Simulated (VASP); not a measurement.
BN: single point with PBE

BN:

```
B N
1.0
     1.28444    0.72979    3.49817
    -1.28274    0.72849    3.49782
    -0.00028   -1.47923    3.50248
B N
1 1
Direct
  0.92207 0.96752 0.05471
  0.41036 0.36491 0.27772
```

The cell comes from a database or a generator and needn't be the stable form of this composition.

The cell isn't the ideal one: all atoms moved at random, cell strained at random.

| Property | Result |
| --- | --- |
| Program | VASP 6.6.1 |
| Task | single point |
| Functional | PBE |
| Potentials or basis | VASP PAW PBE potentials, release 64 (B, N) |
| Cutoff | 520 eV |
| k mesh | 12 × 12 × 12 |
| Occupations | gaussian, width 0.02 eV |
| Spin | no spin polarisation |

* Pressure: 5.5 GPa
* Largest force: 8.208 eV/Å
* Band gap on the k mesh: 0.48 eV, indirect (least direct gap 1.12 eV)

Forces on the atoms (eV/Å):
```
B    6.129  4.542  3.030
N   -6.129 -4.542 -3.030
```

Stress tensor (GPa, compression positive):
```
 17.02  10.58 -18.96
 10.58   9.65 -14.46
-18.96 -14.46 -10.03
```

Levels at points of the mesh, in eV from the valence-band top:
| k point | band 2 | band 3 | band 4 | band 5 | band 6 | band 7 |
| --- | --- | --- | --- | --- | --- | --- |
| (0.00, 0.00, 0.00) | -5.91 | -5.47 | -0.04 | 1.07 | 6.41 | 9.80 |
| (0.50, 0.00, 0.00) | -10.62 | -3.71 | -2.63 | 1.20 | 5.97 | 10.21 |
| (0.00, 0.50, 0.00) | -10.47 | -3.69 | -2.97 | 2.30 | 4.06 | 9.63 |
| (0.50, 0.50, 0.00) | -9.41 | -6.79 | -3.91 | 2.61 | 6.28 | 10.38 |
| (0.00, 0.00, 0.50) | -9.50 | -6.75 | -3.53 | 4.65 | 5.55 | 9.02 |
| (0.50, 0.00, 0.50) | -10.39 | -3.81 | -3.09 | 0.83 | 4.13 | 11.47 |
| (0.00, 0.50, 0.50) | -10.53 | -3.79 | -3.01 | 0.48 | 6.10 | 11.01 |
| (0.50, 0.50, 0.50) | -7.86 | -5.46 | 0.00 | 4.92 | 6.75 | 9.49 |

Wall time 3 min on 1 thread of AMD EPYC 9R14 (Zen 4), on a shared host, peak memory 0.26 GiB.

Caveat: forces of over 1 eV/Å show positions far from the minimum, so gaps and moduli don't describe the material at rest. A k mesh can miss the band edges.
